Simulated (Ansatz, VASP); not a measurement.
**One calculation of P, two programs**

```
CELL_PARAMETERS angstrom
0.00000 1.94174 1.94174
1.94174 0.00000 1.94174
1.94174 1.94174 0.00000
ATOMIC_POSITIONS crystal
P 0.00000 0.00000 0.00000
```

Alike in both runs: functional r2SCAN; k mesh 14 × 14 × 14; occupations fermi-dirac, width 0.1 eV; no spin polarisation.

Ansatz relaxed the structure, and its values are those at the end. VASP's run is a single point on that final structure, the one shown.

|  | VASP | Ansatz |
| --- | --- | --- |
| version | VASP 6.6.1 | Ansatz 0.2.0 |
| potentials or method | VASP PAW PBE potentials, release 64 (P) | plane waves (500 eV) with PAW, scalar-relativistic |
| plane-wave cutoff (eV) | 520 | 500 |
| valence electrons in the cell | 5 | 5 |

```csv
,VASP,Ansatz,Ansatz less VASP
pressure (GPa),0.2,0.0,-0.20
```

With one functional, cell and mesh, what is left measures potentials, basis and numerics.

Caveats: the PAW data sets were made with another functional, which shifts forces and pressure a little (VASP).
